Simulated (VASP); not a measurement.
# AlN (P6_3mc) in VASP: further runs

Runs on AlN. Level: PBE. Tasks: G0W0 quasiparticle levels.

Everything below comes from runs of VASP 6.6.1. Logs are shortened: lines on timing, memory, paths and dates and some standing lists are left out, and cuts for length are marked.

## 1. The crystal as given

The structure is hexagonal, space group P6_3mc (No. 186). The conventional cell has a = 3.113 Å, b = 3.113 Å, c = 4.981 Å, α = 90.00°, β = 90.00°, γ = 120.00°. Al (site symmetry 3m) has 4 N at 1.89 Å as nearest neighbours. Around N (site symmetry 3m) lie 4 Al at 1.89 Å.

## 2. G0W0 quasiparticle levels, PBE

File POSCAR:

```
AlN
1.0
    3.1130000000      0.0000000000      0.0000000000
   -1.5565000000      2.6959370820      0.0000000000
    0.0000000000      0.0000000000      4.9810000000
Al N
2 2
Direct
    0.6666666667      0.3333333333      0.5000000000
    0.3333333333      0.6666666667      0.0000000000
    0.6666666667      0.3333333333      0.8800000000
    0.3333333333      0.6666666667      0.3800000000
```

File INCAR.step1:

```
SYSTEM = AlN
PREC = Accurate
ENCUT = 450
EDIFF = 1E-8
ISMEAR = 0
SIGMA = 0.01
LREAL = .False.
LASPH = .True.
NELM = 100
ALGO = Normal
LWAVE = .True.
LCHARG = .False.
GGA = PE
```

File INCAR.step2:

```
SYSTEM = AlN
PREC = Accurate
ENCUT = 450
EDIFF = 1E-8
ISMEAR = 0
SIGMA = 0.01
LREAL = .False.
LASPH = .True.
NELM = 1
ALGO = Exact
LWAVE = .True.
LCHARG = .False.
GGA = PE
NBANDS = 175
LOPTICS = .True.
ISTART = 1
```

File INCAR.step3:

```
SYSTEM = AlN
PREC = Accurate
ENCUT = 450
EDIFF = 1E-8
ISMEAR = 0
SIGMA = 0.01
LREAL = .False.
LASPH = .True.
ALGO = EVGW0
LWAVE = .False.
LCHARG = .False.
GGA = PE
NELMGW = 1
NBANDS = 175
ENCUTGW = 50
NOMEGA = 48
PRECFOCK = Fast
ISTART = 1
NBANDSGW = 16
```

File KPOINTS:

```
Automatic mesh
0
Gamma
  4 4 3
  0 0 0
```

Potentials or basis: VASP PAW PBE potentials, release 64 (Al_GW, N_GW).

The run is started by

```sh
$ cat potpaw_PBE.64/Al_GW/POTCAR potpaw_PBE.64/N_GW/POTCAR > POTCAR
$ cp INCAR.step1 INCAR
$ mpirun -np 1 vasp_std > vasp.out
$ cp INCAR.step2 INCAR
$ mpirun -np 1 vasp_std > vasp.out
$ cp INCAR.step3 INCAR
$ mpirun -np 1 vasp_std > vasp.out
```

OUTCAR:

```text
SYSTEM = AlN
   PREC = Accurate
   ENCUT = 450
   EDIFF = 1E-8
   ISMEAR = 0
   LREAL = .False.
   LASPH = .True.
   GGA = PE
   NELMGW = 1
   ENCUTGW = 50
   PRECFOCK = Fast
   ISTART = 1

 Found      8 irreducible k-points:

 Following reciprocal coordinates:
            Coordinates               Weight
  0.000000  0.000000  0.000000      1.000000
  0.250000 -0.000000  0.000000      6.000000
  0.500000 -0.000000  0.000000      3.000000
  0.250000  0.250000  0.000000      6.000000
  0.000000  0.000000  0.333333      2.000000
  0.250000 -0.000000  0.333333     12.000000
   k-points           NKPTS =      8   k-points in BZ     NKDIM =     48   number of bands    NBANDS=    175
   number of dos      NEDOS =    301   number of ions     NIONS =      4
   total plane-waves  NPLWV =  20736
   dimension x,y,z NGX =    24 NGY =   24 NGZ =   36
   dimension x,y,z NGXF=    48 NGYF=   48 NGZF=   72
   ions per type =               2   2
   NGX,Y,Z   is equivalent  to a cutoff of  12.82, 12.82, 12.02 a.u.
   NGXF,Y,Z  is equivalent  to a cutoff of  25.63, 25.63, 24.03 a.u.
 SYSTEM =  AlN
   PREC   = accura    normal or accurate (medium, high low for compatibility)
   ISTART =      1    job   : 0-new  1-cont  2-samecut
   ICHARG =      0    charge: 1-file 2-atom 10-const
   ISPIN  =      1    spin polarized calculation?
   LNONCOLLINEAR =      F non collinear calculations
   LSORBIT =      F    spin-orbit coupling
   LASPH  =      T    aspherical Exc in radial PAW
   ENCUT  =  450.0 eV  33.07 Ry    5.75 a.u.   5.38  5.38  8.62*2*pi/ulx,y,z
   NELM   =     60;   NELMIN=  2; NELMDL=  0     # of ELM steps
   EDIFF  = 0.1E-07   stopping-criterion for ELM
   LREAL  =      F    real-space projection
   EDIFFG = 0.1E-06   stopping-criterion for IOM
   NSW    =      0    number of steps for IOM
   IBRION =     -1    ionic relax: 0-MD 1-quasi-New 2-CG
   NFREE  =      0    steps in history (QN), initial steepest desc. (CG)
   ISIF   =      0    stress and relaxation
   ISYM   =      3    0-nonsym 1-usesym 2-fastsym
   POTIM  = 0.5000    time-step for ionic-motion
   TEBEG  =    0.0;   TEEND  =   0.0 temperature during run
   PSTRESS=    0.0 pullay stress
   NELECT =      16.0000    total number of electrons
   NUPDOWN=      -1.0000    fix difference up-down
   EMIN   =  10.00;   EMAX   =-10.00  energy-range for DOS
   EFERMI =   0.00;   METHOD = LEGACY
   ISMEAR =     0;   SIGMA  =   0.01  broadening in eV -4-tet -1-fermi 0-gaus
   EFERMI_NEDOS =   21; number of points for ismear=-14 and -15
   IALGO  =     38    algorithm
   IMIX   =      4    mixing-type and parameters
     AMIX     =   0.40;   BMIX     =  1.00
     AMIX_MAG =   1.60;   BMIX_MAG =  1.00
  volume/ion in A,a.u.               =      10.45        70.52
  Fermi-wavevector in a.u.,A,eV,Ry     =   1.188629  2.246183 19.222843  1.412839
  Thomas-Fermi vector in A             =   2.324754
   LORBIT       =      0    0 simple, 1 ext, 2 COOP (PROOUT), +10 PAW based schemes
   GGA     = PE    functional components
   LHFCALC =     T    Hartree Fock is set to
   PRECFOCK=fast      Normal, Fast or Accurate (Low or Medium for compatibility)
   ENCUT4O =  -1.0   cutoff for four orbital integrals eV
   NKREDX  =     1    reduce k-point grid by
   NKREDY  =     1    reduce k-point grid by
   NKREDZ  =     1    reduce k-point grid by
   AEXX    =    1.0000 exact exchange contribution
   HFSCREEN=    0.0000 screening length (either q_TF or 0.3 A-1)
   HFSCREENC=   0.0000 screening length for correlation (either q_TF or 0.3 A-1)
   ENCUTFOCK=  -1.0 apply spherical cutoff to Coloumb kernel
   IVDW    =     0    specifies the selected vdW correction
   LEPSILON=     F    determine dielectric tensor
   LRPA    =     F    only Hartree local field effects (RPA)
   LRPAFORCE           =     F    calculate RPA forces
   ENCUTGW             =  50.0    cutoff for response function in eV
   ENCUTGWSOFT         =  40.0    soft cutoff for Coulomb kernel in GW response function in eV
   ENCUTLF             =  -1.0    cutoff for local field effects
   NELMGW              =     1    number of iterations in solving QP/BSE equation
   NELMHF              =     1    number of iterations in the inner HF iteration
   NKREDLFX            =     1    NKREDLFY  =   1   NKREDLFZ  =   1
 non-spin polarized calculation
 Gauss-broadening in eV      SIGMA  =   0.01
  energy-cutoff  :      450.00
  volume of cell :       41.80
 maximum number of plane-waves:       929
 NGX is ok and might be reduce to    24
  NGX = 12; NGY = 12; NGZ = 20
   NGX = 11   NGY = 11   NGZ = 17
 maximum number of plane-waves:        38
 NGX is ok and might be reduce to    10

 QP shifts <psi_nk| G(iteration)W_0 |psi_nk>: iteration 1
 for sc-GW calculations column KS-energies equals QP-energies in previous step
 and V_xc(KS)=  KS-energies - (<T + V_ion + V_H > + <T+V_H+V_ion>^1  + <V_x>^1)

 k-point   1 :       0.0000    0.0000    0.0000
  band No.  KS-energies  QP-energies   sigma(KS)   V_xc(KS)     V^pw_x(r,r')   Z            occupation Imag(sigma)

      1     -10.0517     -11.4295     -16.6864     -14.7935     -24.7724       0.7279       2.0000       1.2112
      2      -7.9009      -9.1520     -18.0805     -16.3505     -25.8675       0.7232       2.0000       0.8788
      3      -0.8685      -1.9038     -14.0624     -12.6477     -18.5133       0.7318       2.0000       0.2250
      4       4.2844       3.7514     -16.9825     -16.3010     -20.6613       0.7823       2.0000       0.1059
      5       4.2844       3.7514     -16.9825     -16.3010     -20.6613       0.7823       2.0000       0.1059
      6       4.9402       4.5231     -17.2990     -16.7686     -20.8670       0.7865       2.0000       0.0999
[... 8 lines left out ...]
     15      18.2584      19.3914      -9.0751     -10.4987      -4.0010       0.7959       0.0000      -0.1571
     16      18.2584      19.3914      -9.0751     -10.4987      -4.0010       0.7959       0.0000      -0.1571

 k-point   2 :       0.2500   -0.0000    0.0000
  band No.  KS-energies  QP-energies   sigma(KS)   V_xc(KS)     V^pw_x(r,r')   Z            occupation Imag(sigma)

      1      -9.3043     -10.6216     -17.0234     -15.2088     -25.0037       0.7260       2.0000       1.0969
      2      -7.5334      -8.7588     -18.3580     -16.6509     -26.0867       0.7178       2.0000       0.8167
      3       0.0452      -0.9484     -14.3756     -13.0407     -18.5734       0.7443       2.0000       0.1840
      4       1.6879       0.8024     -15.2694     -14.1112     -19.1139       0.7645       2.0000       0.1385
      5       2.6847       1.9304     -16.0091     -15.0358     -19.6830       0.7749       2.0000       0.1211
      6       3.5764       2.9152     -16.4797     -15.6297     -20.2106       0.7779       2.0000       0.1128
[... 8 lines left out ...]
     15      17.2389      18.5287     -10.2488     -11.8950      -5.2159       0.7835       0.0000      -0.1485
     16      18.4032      19.4697      -9.3824     -10.7356      -4.1480       0.7880       0.0000      -0.1983
[... 61 lines left out ...]
 k-point   6 :       0.2500   -0.0000    0.3333
  band No.  KS-energies  QP-energies   sigma(KS)   V_xc(KS)     V^pw_x(r,r')   Z            occupation Imag(sigma)

      1      -8.9399     -10.2337     -17.2213     -15.4331     -25.1425       0.7235       2.0000       1.0382
      2      -8.0738      -9.3246     -17.8324     -16.0983     -25.6254       0.7213       2.0000       0.8996
      3       0.5772      -0.3737     -14.9851     -13.7204     -19.1077       0.7519       2.0000       0.1663
      4       1.6876       0.8265     -15.5638     -14.4378     -19.4158       0.7648       2.0000       0.1389
      5       2.7397       1.9741     -15.7280     -14.7395     -19.4404       0.7744       2.0000       0.1220
      6       3.8308       3.2117     -16.6121     -15.8186     -20.3041       0.7803       2.0000       0.1102
[... 8 lines left out ...]
     15      17.4708      18.5133      -9.1352     -10.4448      -4.1306       0.7960       0.0000      -0.1549
     16      18.3466      19.4652      -9.5448     -10.9654      -4.3008       0.7875       0.0000      -0.1970

 [... further k-points ...]
```

Wall time 76 s (1 thread of Intel Xeon Platinum 8488C (Sapphire Rapids), shared host); peak memory 0.34 GiB.

The run converged, but some of its settings lie outside the range that counts as converged, so its numbers aren't taken as properties of the crystal.

What came out:

```yaml
Band_gap_on_the_k_mesh_mean-field_level: 4.21 eV, direct
Quasiparticle_gap: 5.27 eV
Least_direct_quasiparticle_gap: 5.27 eV
```

Caveat: the k mesh is coarse (spacing up to 0.58 Å⁻¹), so the values aren't converged; the cutoff is under 1.25 times the usual one of these potentials, so pressure, stress and relaxed cells hold a basis-set (Pulay) error; bands, screening cutoff and mesh are small and nothing is extrapolated, so the quasiparticle values aren't converged.

## 3. G0W0 quasiparticle levels, PBE

POSCAR is that of step 2.

INCAR.step1 is that of step 2.

Changes to INCAR.step2 since step 2:

```diff
@@ -13,3 +13,3 @@
 GGA = PE
-NBANDS = 175
+NBANDS = 258
 LOPTICS = .True.
```

Changes to INCAR.step3 since step 2:

```diff
@@ -13,3 +13,3 @@
 NELMGW = 1
-NBANDS = 175
+NBANDS = 258
 ENCUTGW = 50
```

KPOINTS is that of step 2.

Potentials or basis: VASP PAW PBE potentials, release 64 (Al_GW, N_GW).

The run is started by

```sh
$ cat potpaw_PBE.64/Al_GW/POTCAR potpaw_PBE.64/N_GW/POTCAR > POTCAR
$ cp INCAR.step1 INCAR
$ mpirun -np 1 vasp_std > vasp.out
$ cp INCAR.step2 INCAR
$ mpirun -np 1 vasp_std > vasp.out
$ cp INCAR.step3 INCAR
$ mpirun -np 1 vasp_std > vasp.out
```

OUTCAR:

```text
SYSTEM = AlN
   PREC = Accurate
   ENCUT = 450
   EDIFF = 1E-8
   ISMEAR = 0
   LREAL = .False.
   LASPH = .True.
   GGA = PE
   NELMGW = 1
   ENCUTGW = 50
   PRECFOCK = Fast
   ISTART = 1

 Found      8 irreducible k-points:

 Following reciprocal coordinates:
            Coordinates               Weight
  0.000000  0.000000  0.000000      1.000000
  0.250000 -0.000000  0.000000      6.000000
  0.500000 -0.000000  0.000000      3.000000
  0.250000  0.250000  0.000000      6.000000
  0.000000  0.000000  0.333333      2.000000
  0.250000 -0.000000  0.333333     12.000000
   k-points           NKPTS =      8   k-points in BZ     NKDIM =     48   number of bands    NBANDS=    258
   number of dos      NEDOS =    301   number of ions     NIONS =      4
   total plane-waves  NPLWV =  20736
   dimension x,y,z NGX =    24 NGY =   24 NGZ =   36
   dimension x,y,z NGXF=    48 NGYF=   48 NGZF=   72
   ions per type =               2   2
   NGX,Y,Z   is equivalent  to a cutoff of  12.82, 12.82, 12.02 a.u.
   NGXF,Y,Z  is equivalent  to a cutoff of  25.63, 25.63, 24.03 a.u.
 SYSTEM =  AlN
   PREC   = accura    normal or accurate (medium, high low for compatibility)
   ISTART =      1    job   : 0-new  1-cont  2-samecut
   ICHARG =      0    charge: 1-file 2-atom 10-const
   ISPIN  =      1    spin polarized calculation?
   LNONCOLLINEAR =      F non collinear calculations
   LSORBIT =      F    spin-orbit coupling
   LASPH  =      T    aspherical Exc in radial PAW
   ENCUT  =  450.0 eV  33.07 Ry    5.75 a.u.   5.38  5.38  8.62*2*pi/ulx,y,z
   NELM   =     60;   NELMIN=  2; NELMDL=  0     # of ELM steps
   EDIFF  = 0.1E-07   stopping-criterion for ELM
   LREAL  =      F    real-space projection
   EDIFFG = 0.1E-06   stopping-criterion for IOM
   NSW    =      0    number of steps for IOM
   IBRION =     -1    ionic relax: 0-MD 1-quasi-New 2-CG
   NFREE  =      0    steps in history (QN), initial steepest desc. (CG)
   ISIF   =      0    stress and relaxation
   ISYM   =      3    0-nonsym 1-usesym 2-fastsym
   POTIM  = 0.5000    time-step for ionic-motion
   TEBEG  =    0.0;   TEEND  =   0.0 temperature during run
   PSTRESS=    0.0 pullay stress
   NELECT =      16.0000    total number of electrons
   NUPDOWN=      -1.0000    fix difference up-down
   EMIN   =  10.00;   EMAX   =-10.00  energy-range for DOS
   EFERMI =   0.00;   METHOD = LEGACY
   ISMEAR =     0;   SIGMA  =   0.01  broadening in eV -4-tet -1-fermi 0-gaus
   EFERMI_NEDOS =   21; number of points for ismear=-14 and -15
   IALGO  =     38    algorithm
   IMIX   =      4    mixing-type and parameters
     AMIX     =   0.40;   BMIX     =  1.00
     AMIX_MAG =   1.60;   BMIX_MAG =  1.00
  volume/ion in A,a.u.               =      10.45        70.52
  Fermi-wavevector in a.u.,A,eV,Ry     =   1.188629  2.246183 19.222843  1.412839
  Thomas-Fermi vector in A             =   2.324754
   LORBIT       =      0    0 simple, 1 ext, 2 COOP (PROOUT), +10 PAW based schemes
   GGA     = PE    functional components
   LHFCALC =     T    Hartree Fock is set to
   PRECFOCK=fast      Normal, Fast or Accurate (Low or Medium for compatibility)
   ENCUT4O =  -1.0   cutoff for four orbital integrals eV
   NKREDX  =     1    reduce k-point grid by
   NKREDY  =     1    reduce k-point grid by
   NKREDZ  =     1    reduce k-point grid by
   AEXX    =    1.0000 exact exchange contribution
   HFSCREEN=    0.0000 screening length (either q_TF or 0.3 A-1)
   HFSCREENC=   0.0000 screening length for correlation (either q_TF or 0.3 A-1)
   ENCUTFOCK=  -1.0 apply spherical cutoff to Coloumb kernel
   IVDW    =     0    specifies the selected vdW correction
   LEPSILON=     F    determine dielectric tensor
   LRPA    =     F    only Hartree local field effects (RPA)
   LRPAFORCE           =     F    calculate RPA forces
   ENCUTGW             =  50.0    cutoff for response function in eV
   ENCUTGWSOFT         =  40.0    soft cutoff for Coulomb kernel in GW response function in eV
   ENCUTLF             =  -1.0    cutoff for local field effects
   NELMGW              =     1    number of iterations in solving QP/BSE equation
   NELMHF              =     1    number of iterations in the inner HF iteration
   NKREDLFX            =     1    NKREDLFY  =   1   NKREDLFZ  =   1
 non-spin polarized calculation
 Gauss-broadening in eV      SIGMA  =   0.01
  energy-cutoff  :      450.00
  volume of cell :       41.80
 maximum number of plane-waves:       929
 NGX is ok and might be reduce to    24
  NGX = 12; NGY = 12; NGZ = 20
   NGX = 11   NGY = 11   NGZ = 17
 maximum number of plane-waves:        38
 NGX is ok and might be reduce to    10

 QP shifts <psi_nk| G(iteration)W_0 |psi_nk>: iteration 1
 for sc-GW calculations column KS-energies equals QP-energies in previous step
 and V_xc(KS)=  KS-energies - (<T + V_ion + V_H > + <T+V_H+V_ion>^1  + <V_x>^1)

 k-point   1 :       0.0000    0.0000    0.0000
  band No.  KS-energies  QP-energies   sigma(KS)   V_xc(KS)     V^pw_x(r,r')   Z            occupation Imag(sigma)

      1     -10.0517     -11.4321     -16.6891     -14.7935     -24.7724       0.7283       2.0000       1.2087
      2      -7.9009      -9.1567     -18.0840     -16.3505     -25.8675       0.7244       2.0000       0.8764
      3      -0.8685      -1.9061     -14.0646     -12.6477     -18.5133       0.7323       2.0000       0.2242
      4       4.2844       3.7482     -16.9865     -16.3010     -20.6613       0.7823       2.0000       0.1060
      5       4.2844       3.7482     -16.9865     -16.3010     -20.6613       0.7823       2.0000       0.1060
      6       4.9402       4.5202     -17.3029     -16.7686     -20.8670       0.7862       2.0000       0.1000
[... 8 lines left out ...]
     15      18.2584      19.3870      -9.0799     -10.4987      -4.0010       0.7954       0.0000      -0.1559
     16      18.2584      19.3870      -9.0799     -10.4987      -4.0010       0.7954       0.0000      -0.1559
[... 84 lines left out ...]
      1      -8.9399     -10.2372     -17.2244     -15.4331     -25.1425       0.7242       2.0000       1.0362
      2      -8.0738      -9.3271     -17.8356     -16.0983     -25.6254       0.7214       2.0000       0.8974
      3       0.5772      -0.3758     -14.9880     -13.7204     -19.1077       0.7518       2.0000       0.1656
      4       1.6876       0.8234     -15.5671     -14.4378     -19.4158       0.7653       2.0000       0.1383
      5       2.7397       1.9726     -15.7313     -14.7395     -19.4404       0.7734       2.0000       0.1216
      6       3.8308       3.2092     -16.6158     -15.8186     -20.3041       0.7798       2.0000       0.1101
[... 8 lines left out ...]
     15      17.4708      18.5101      -9.1398     -10.4448      -4.1306       0.7964       0.0000      -0.1538
     16      18.3466      19.4608      -9.5501     -10.9654      -4.3008       0.7873       0.0000      -0.1957

 [... further k-points ...]
```

OUTCAR.step2:

```text
SYSTEM = AlN
   PREC = Accurate
   ENCUT = 450
   EDIFF = 1E-8
[... 588 lines left out ...]
  --------------------------------------------------------------------------------------------------------------
     0.00000     4.98125     4.98125     4.92457     0.00000    -0.00000    -0.00000
     2.32398     5.36659     5.36659     5.33726     0.00000    -0.00000    -0.00000
     4.64796     5.07068     5.07068     5.68635     0.00000    -0.00000    -0.00000
     6.97195     8.42779     8.42779     5.21532    -0.00000    -0.00000    -0.00000
     9.29593    -0.54392    -0.54392     4.84334     0.00000     0.00000    -0.00000
    11.61991     2.85685     2.85685    -0.00073    -0.00000     0.00000     0.00000
[... 92 lines left out ...]
   227.75021     0.98934     0.98934     0.98951    -0.00000     0.00000     0.00000
   230.07419     0.98957     0.98957     0.98973    -0.00000     0.00000     0.00000
```

Run time: 1.7 min. Hardware: 1 thread of Intel Xeon Platinum 8488C (Sapphire Rapids), shared host; peak memory 0.35 GiB.

These settings aren't checked as converged: the numbers below hold their error.

What came out:

* Band gap on the k mesh, mean-field level: 4.21 eV, direct
* Quasiparticle gap: 5.26 eV
* Least direct quasiparticle gap: 5.26 eV

Caveat: the k mesh is coarse (spacing up to 0.58 Å⁻¹), so the values aren't converged; the cutoff is under 1.25 times the usual one of these potentials, so pressure, stress and relaxed cells hold a basis-set (Pulay) error; bands, screening cutoff and mesh are small and nothing is extrapolated, so the quasiparticle values aren't converged.

## 4. For comparison

An earlier run on the cell as given: functional PBE; potentials or basis VASP PAW PBE potentials, release 64 (Al, N); cutoff 520 eV; k mesh 10 × 10 × 6; occupations fermi-dirac, width 0.05 eV; no spin polarisation.

* Pressure: 3.5 GPa
* Largest force: 0.129 eV/Å
* Band gap on the k mesh: 4.22 eV, direct
